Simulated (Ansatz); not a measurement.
# Calculated quadrupolar parameters for Sn5O6

The cell is a Materials Project structure (computed, not necessarily an observed phase).

Space group P2_1/c (No. 14); a = 13.8456, b = 4.8943, c = 5.7992 Å, β = 91.76°.

```
site  Wyckoff  site symmetry       x       y       z
 Sn1       4e              1  0.0970  0.9989  0.1771
 Sn2       4e              1  0.3090  0.9999  0.6550
 Sn8       2b             -1  0.5000  0.5000  0.5000
 O11       4e              1  0.3643  0.1792  0.9645
 O14       4e              1  0.5565  0.1979  0.2905
 O16       4e              1  0.9584  0.3164  0.6284
```

One atom of each set is listed.

Level of theory: DFT, r2SCAN, plane waves and PAW (field gradients read without the response of the frozen cores, which leaves them typically 4 to 6 % off), scalar-relativistic, 500 eV cutoff, Γ-centred 3×6×5 k-points, Fermi–Dirac smearing 0.05 eV (Ansatz 0.2.0).

V_zz is the principal component of the electric field gradient with the largest magnitude, η = (V_xx − V_yy)/V_zz and C_Q = eQV_zz/h. ν_Q = 3|C_Q|/[2I(2I − 1)].

¹⁷O: I = 5/2, Q = -25.58 mb. Nuclear quadrupole moments: year-2017 set (Pyykkö).

Q: Which values are expected at the nuclei?

A: 

```csv
site,atoms,first shell,C_Q (MHz),η,ν_Q (MHz)
O11,4,3 Sn at 2.08–2.12 Å,5.39,0.19,0.808
O14,4,3 Sn at 2.08–2.11 Å,5.85,0.25,0.878
O16,4,3 Sn at 2.07–2.13 Å,4.48,0.11,0.672
```

At O11, O14 and O16 V_zz stands upright on the plane through its three neighbours (within 3°) in each case.

Sn has no stable isotope with a ground-state quadrupole moment in the table, so these sites are left out.

Without spin–orbit coupling (the program notes it for Sn) the gradients are little affected as a rule: paired runs on crystals with a gap mostly move them by under 2 % at such atoms.
